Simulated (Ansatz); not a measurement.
How far is PAW off for Na$_{2}$S?

```
CELL_PARAMETERS angstrom
0.00000 3.26300 3.26300
3.26300 0.00000 3.26300
3.26300 3.26300 0.00000
ATOMIC_POSITIONS crystal
Na 0.25000 0.25000 0.25000
Na 0.75000 0.75000 0.75000
S 0.00000 0.00000 0.00000
```

Atoms are numbered in the order listed.

The cell is COD entry 1011374, as deposited and not checked against the literature; nothing was relaxed.

All numbers are computed: DFT, PBEsol, PAW with Ansatz's default frozen-core files, scalar-relativistic (Ansatz 0.2.0); DFT, PBEsol, all-electron LAPW, scalar-relativistic (Ansatz 0.2.0).

For PAW: a Γ-centred 8×8×8 k mesh, Fermi–Dirac smearing of 0.02 eV, cutoff 420 eV, no spin polarisation; the PAW files were made with PBE, and the program remakes their frozen cores for this functional. LAPW targets a basis error of 1 meV/atom. The Ansatz runs share mesh, smearing and spin set-up. Plane-wave (PAW) pressures include the program's estimate of the Pulay term.

Stress and pressure are positive in compression.

Levels count from the top of the valence band.

PAW results:

```tsv
quantity	PAW
pressure (GPa)	-0.32
band gap (eV)	2.392
highest filled level at W (eV)	-0.602
lowest empty level at W (eV)	4.679
highest filled level at U (eV)	-0.360
lowest empty level at U (eV)	4.412
highest filled level at Γ (eV)	0.000
lowest empty level at Γ (eV)	2.392
```

**Question.** What does full-potential LAPW give for the same quantities?

**Answer.** 
| quantity | LAPW |
| --- | --- |
| pressure (GPa) | -0.32 |
| band gap (eV) | 2.392 |
| highest filled level at W (eV) | -0.602 |
| lowest empty level at W (eV) | 4.680 |
| highest filled level at U (eV) | -0.360 |
| lowest empty level at U (eV) | 4.412 |
| highest filled level at Γ (eV) | 0.000 |
| lowest empty level at Γ (eV) | 2.392 |
